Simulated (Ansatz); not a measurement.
CdS, NiAs type, relaxed with r2SCAN: 14 runs in Ansatz, each a construction of maximally localised Wannier functions. It is hexagonal, P6_3/mmc (No. 194); a = 3.841 Å, c = 6.445 Å in the conventional setting, 20.59 Å³ an atom. Cd has 6 S at 2.74 Å; S has 6 Cd at 2.74 Å. The cell comes from a prototype generator: it can be a known phase or a hypothetical one. Spin polarisation is off.

```yaml
crystal:
  lattice:
    - [3.84104, 0.00000, 0.00000]
    - [-1.92052, 3.32644, 0.00000]
    - [0.00000, 0.00000, 6.44527]
  atoms:
    - { symbol: Cd, position: [0.00000, 0.00000, 0.00000] }
    - { symbol: Cd, position: [0.00000, 0.00000, 0.50000] }
    - { symbol: S, position: [0.33333, 0.66667, 0.25000] }
    - { symbol: S, position: [0.66667, 0.33333, 0.75000] }
```

Windows count from the top of the filled bands; a dash means that no such window was set (without an outer window there is no disentanglement). Rows marked drawn have settings drawn at random (some not listed).

| functional | SCF mesh | trial orbitals | functions | mesh | window (eV) | frozen (eV) | settings | Ω total (Å²) | Ω invariant (Å²) | largest spread (Å²) | least projectability | interpolation miss of the model's filled bands (eV, to the nearest computed level) |
| --- | --- | --- | --- | --- | --- | --- | --- | --- | --- | --- | --- | --- |
| PBE | 6×6×4 | S s, S p | 8 | 6×6×4 | – | – | chosen | 18.89 | 17.40 | 2.71 | 0.66 | 0.101 |
| PBE | 6×6×4 | S s, S p | 8 | 6×6×2 | – | – | chosen | 17.95 | 16.43 | 2.60 | 0.66 | 0.262 |
| PBE | 6×6×4 | S s, S p | 8 | 12×12×4 | – | – | chosen | 19.82 | 18.38 | 2.81 | 0.66 | 0.057 |
| PBE | 6×6×4 | S p | 6 | 6×6×4 | – | – | chosen | 18.05 | 17.60 | 3.17 | 0.72 | 0.101 |
| PBE | 6×6×4 | Cd d, S p | 16 | 6×6×4 | – | – | chosen | 21.34 | 20.39 | 2.57 | 0.73 | 0.101 |
| PBE | 6×6×4 | Cd d | 10 | 6×6×4 | – | – | chosen | 9.84 | 9.70 | 1.38 | 0.71 | 0.007 |
| r2SCAN | 6×6×4 | S s, S p | 8 | 6×6×4 | – | – | chosen | 17.88 | 16.46 | 2.53 | 0.68 | 0.068 |
| r2SCAN | 6×6×4 | S p | 6 | 6×6×4 | – | – | chosen | 17.05 | 16.69 | 2.97 | 0.75 | 0.069 |
| r2SCAN | 6×6×4 | Cd d, S p | 16 | 6×6×4 | – | – | chosen | 20.41 | 19.61 | 2.41 | 0.73 | 0.069 |
| HSE06 | 6×6×4 | S s, S p | 8 | 6×6×4 | – | – | chosen | 17.34 | 15.95 | 2.42 | 0.67 | – |
| HSE06 | 6×6×4 | S p | 6 | 6×6×4 | – | – | chosen | 16.37 | 16.05 | 2.84 | 0.76 | – |
| PBE | 6×6×4 | S s, S p, Cd s, Cd p | 16 | 6×6×4 | -23.1 to +15.5 | – | drawn | 35.85 | 29.22 | 3.19 | 0.56 | 0.263 |
| PBE | 6×6×4 | S s, S p | 8 | 5×5×5 | – | – | drawn | 18.58 | 17.08 | 2.69 | 0.69 | 0.172 |
| PBE | 6×6×4 | S p | 6 | 3×3×3 | – | – | drawn | 15.02 | 14.68 | 2.78 | 0.72 | 0.503 |

1 of the rows take their functions from a window without a frozen part or with a poor projection: such a subspace needn't follow the bands named, so its spread can't be set beside the others.

A dash in the last column means that the miss wasn't evaluated.

For S s, S p with PBE the spread goes 17.95 Å² (6×6×2), 18.89 Å² (6×6×4), 19.82 Å² (12×12×4): finite differences on a coarse mesh understate it.

Spin-orbit coupling is left out.
